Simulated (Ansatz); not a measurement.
# LiBr: how the settings move a single-point run

How sensitive is a single-point run of LiBr to its settings? A reference run comes first, then one run with altered input.

Computed with Ansatz 0.2.0 (reference: DFT, PBEsol, PAW with Ansatz's default frozen-core files, scalar-relativistic, unless a step's input says otherwise).

### 1 The starting structure

It takes space group Fm-3m (No. 225, cubic). The conventional cell has a = 5.445 Å, b = 5.445 Å, c = 5.445 Å, α = 90.00°, β = 90.00°, γ = 90.00°. Li (site symmetry m-3m) has 6 Br at 2.72 Å as nearest neighbours. Br (site symmetry m-3m) is surrounded by 6 Li at 2.72 Å.

As a file:

```
CELL_PARAMETERS angstrom
0.00000 2.72269 2.72269
2.72269 0.00000 2.72269
2.72269 2.72269 0.00000
ATOMIC_POSITIONS crystal
Li 0.00000 0.00000 0.00000
Br 0.50000 0.50000 0.50000
```

### 2 The reference run

input.yaml reads:

```yaml
crystal:
  lattice:
    - [0.0, 2.7226905798, 2.7226905798]
    - [2.7226905798, 0.0, 2.7226905798]
    - [2.7226905798, 2.7226905798, 0.0]
  atoms:
    - { symbol: Li, position: [0.0, 0.0, 0.0] }
    - { symbol: Br, position: [0.5, 0.5, 0.5] }
kpoints:
  mp_grid: { grid: [9, 9, 9] }
  band_path:
    path:
      - [0.0, 0.0, 0.0]
      - [0.5, 0.0, 0.5]
      - [0.625, 0.25, 0.625]
      - [0.375, 0.375, 0.75]
      - [0.0, 0.0, 0.0]
      - [0.5, 0.5, 0.5]
      - [0.5, 0.25, 0.75]
      - [0.5, 0.0, 0.5]
    npoints: 6
scf:
  occupations: { method: fermi_dirac, width: 0.03 }
hamiltonian:
  xc: pbesol
  pseudopotentials: { kind: paw }
output:
  forces: true
  stress: true
  eigenvalues: true
  populations: true
  write_density: true
  write_potential: true
  elf: true
  volumetric_format: npy
```

Command:

```sh
> ansatz run input.yaml --threads 1 --pin off --max-ram 2048MiB --backend cpu --events-out ev --progress --plain --runs-dir out
```

### 3 Changing settings: mp_grid.shift [0.5, 0.5, 0.5], xc_grid 4

input.yaml, as its differences from that of step 2:

```diff
@@ -9,3 +9,3 @@
 kpoints:
-  mp_grid: { grid: [9, 9, 9] }
+  mp_grid: { grid: [9, 9, 9], shift: [0.5, 0.5, 0.5] }
   band_path:
@@ -31,5 +31,3 @@
   populations: true
-  write_density: true
-  write_potential: true
-  elf: true
-  volumetric_format: npy
+basis:
+  xc_grid: 4
```

**Question.** What will these runs give? Wanted: for each run, ending; energy change; pressure; gap; force.

**Answer**, as computed:

```
                                        run     ending  energy change  pressure (GPa)  gap (eV)  force (eV/Å)  cycles   time
                                  reference  converged              0            -0.5      4.90          0.00       6  1.4 s
1: mp_grid.shift [0.5, 0.5, 0.5], xc_grid 4  converged   0.0 meV/atom            -0.5      5.03          0.00       6  2.5 s
```

Times don't compare one to one where runs were asked for different outputs or read a saved state (see the inputs); cycles may leave out searches for a lower state.

Residual by cycle in the longest SCF loop of each run; runs are numbered as in the table. The quantity is the density residual dr2, in eV.

```
cycle  reference    run 1
    1    0.00262  0.00261
    2     2.3e-4   2.3e-4
    3     1.2e-5   1.2e-5
    4     2.1e-7   2.2e-7
    5     1.5e-9   1.7e-9
    6    1.1e-10  1.3e-10
```

**Reading.** Changing the k-point mesh and numerical grids moves the energy by 0.0 meV/atom, and the gap on the mesh goes from 4.90 to 5.03 eV. A gap read on a mesh depends on which points the mesh holds, and a coarse mesh shifts the density too.

These are semilocal Kohn-Sham gaps, which aren't the measured quantity. Such gaps usually fall short of the measured ones.
